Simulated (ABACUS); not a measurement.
A run of ABACUS 3.10.1:

INPUT

```
INPUT_PARAMETERS
suffix              InAs
calculation         nscf
basis_type          pw
pseudo_dir          ./
symmetry            -1
dft_functional      pbesol
ecutwfc             105.0
pseudo_rcut         10
nspin               1
nbands              33
ks_solver           dav
smearing_method     fd
smearing_sigma      0.00367493
scf_thr             1e-08
scf_nmax            100
mixing_type         broyden
mixing_beta         0.7
init_chg            file
pw_diag_thr         1e-07
out_band            1
kpar                4
```

File STRU:

```
ATOMIC_SPECIES
In 114.8180 In.upf
As 74.9216 As.upf

LATTICE_CONSTANT
1.8897261246

LATTICE_VECTORS
0.0000000000 2.8773040000 2.8773040000
2.8773040000 0.0000000000 2.8773040000
2.8773040000 2.8773040000 0.0000000000

ATOMIC_POSITIONS
Cartesian

In
0.0
1
2.8773040000 2.8773040000 2.8773040000 1 1 1

As
0.0
1
0.0000000000 0.0000000000 0.0000000000 1 1 1
```

The input KPT:

```
K_POINTS
12
Line
0.00000000 0.00000000 0.00000000 10 // G
0.50000000 0.00000000 0.50000000 10 // X
0.50000000 0.25000000 0.75000000 10 // W
0.37500000 0.37500000 0.75000000 10 // K
0.00000000 0.00000000 0.00000000 10 // G
0.50000000 0.50000000 0.50000000 10 // L
0.62500000 0.25000000 0.62500000 10 // U
0.50000000 0.25000000 0.75000000 10 // W
0.50000000 0.50000000 0.50000000 10 // L
0.37500000 0.37500000 0.75000000 1 // K
0.62500000 0.25000000 0.62500000 10 // U
0.50000000 0.00000000 0.50000000 1 // X
```

Potentials or basis: PseudoDojo NC SR 0.5 PBE stringent, plane waves.

The run is started by

```console
$ OMP_NUM_THREADS=1 mpirun -np 4 abacus > log
```

Hardware: 4 MPI ranks on AMD EPYC 7R43 64-Core Processor (Zen 3) (shared host).

Q: How long does it take, and how much memory?

A: Wall time 36 s on 4 MPI ranks on AMD EPYC 7R43 64-Core Processor (Zen 3), with other jobs on the host, peak memory 0.76 GiB a rank. Counts: scf iterations 1, k points 102, bands 33, ranks 4.
